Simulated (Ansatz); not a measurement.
YN (started from an entry of an open crystallographic database), relaxed with r2SCAN, was run in Ansatz under altered settings. All numbers are computed, without spin polarisation but where a row says otherwise.

```yaml
crystal:
  lattice:
    - [0.00000, 2.44805, 2.44805]
    - [2.44805, 0.00000, 2.44805]
    - [2.44805, 2.44805, 0.00000]
  atoms:
    - { symbol: Y, position: [0.00000, 0.00000, 0.00000] }
    - { symbol: N, position: [0.50000, 0.50000, 0.50000] }
```

The base run's other keys:
```yaml
kpoints:
  mp_grid: { grid: [4, 4, 4] }
hamiltonian:
  xc: hse06
scf:
  occupations: { method: fixed }
  n_extra_bands: 4
```

It takes 15 iterations with 537 plane waves at 420 eV and 8 k points, and leaves a mean stress of -1.02 GPa. The gap over this mesh is 1.084 eV. It ran on 4 threads of Arm Neoverse N1, with other jobs on the host.

Outcomes, with energy and stress as changes against the base:
```csv
setting,outcome,ΔF (meV/atom),Δ mean stress (GPa),gap on the mesh (eV),iterations,wall time
scf.exx.ecutfock_ratio: 4,converged,0.0,0.0,1.084,15,4.3 s
"PBE hybrid, exx coeff 0.15, omega 0.3 1/Å",converged,–,+1.2,0.574,12,4.4 s
hamiltonian.xc: wpbeh,"converged, warned",–,+0.8,1.076,15,4.5 s
basis.ecutwfc: 350,"converged, warned",+23,0.0,1.076,15,4.4 s
```
A dash marks a value that wasn't obtained or can't be compared. Stress is positive in compression. The base took 4.5 s.

- PBE hybrid, exx coeff 0.15, omega 0.3 1/Å. That is 15 % exact exchange, screened with ω = 0.3 1/Å, against HSE06's 25 % screened at 0.208 1/Å. The mean stress moves by +1.2 GPa and the gap on the mesh by -0.510 eV (to 0.574). Totals of different functionals aren't comparable.
- hamiltonian.xc: wpbeh. The mean stress moves by +0.8 GPa and the gap on the mesh by -0.008 eV (to 1.076). It's another functional on the same cell, so totals aren't comparable. Warned: metallic iterate.
- basis.ecutwfc: 350. 411 plane waves in place of 537. The free energy moves by +23 meV an atom, the mean stress by 0.0 GPa and the gap on the mesh by -0.008 eV (to 1.076). The basis is too small: these are errors of the cutoff. Warned: cutoff below recommended.

Within 1 meV an atom, 0.1 GPa and 0.005 eV of the base stay: scf.exx.ecutfock_ratio: 4.

The program warns that its thresholds are loose for a hybrid's stress.

The meshes of the hybrids are coarse, so their gaps aren't converged to the digits shown.
